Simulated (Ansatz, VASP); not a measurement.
**Si: VASP beside Ansatz**

```
Si
1.0
     2.58995    0.00000    0.00000
    -1.29497    2.24296    0.00000
     0.00000    0.00000    4.40054
Si
2
Cartesian
  0.0000 1.4953 1.1001
  1.2950 0.7477 3.3004
```

Alike in both runs: functional PBE; k mesh 16 × 16 × 9; occupations fermi-dirac, width 0.08 eV; no spin polarisation.

Ansatz relaxed the structure, and its values are those at the end. VASP's run is a single point on that final structure, the one shown.

|  | VASP | Ansatz |
| --- | --- | --- |
| version | VASP 6.6.1 | Ansatz 0.2.0 |
| potentials or method | VASP PAW PBE potentials, release 64 (Si) | PAW with Ansatz's default frozen-core files, scalar-relativistic |
| plane-wave cutoff (eV) | 520 | 420 |
| valence electrons in the cell | 8 | 8 |

|  | VASP | Ansatz | Ansatz less VASP |
| --- | --- | --- | --- |
| pressure (GPa) | 12.9 | 13.0 | +0.08 |

With one functional, cell and mesh, what is left measures potentials, basis and numerics.
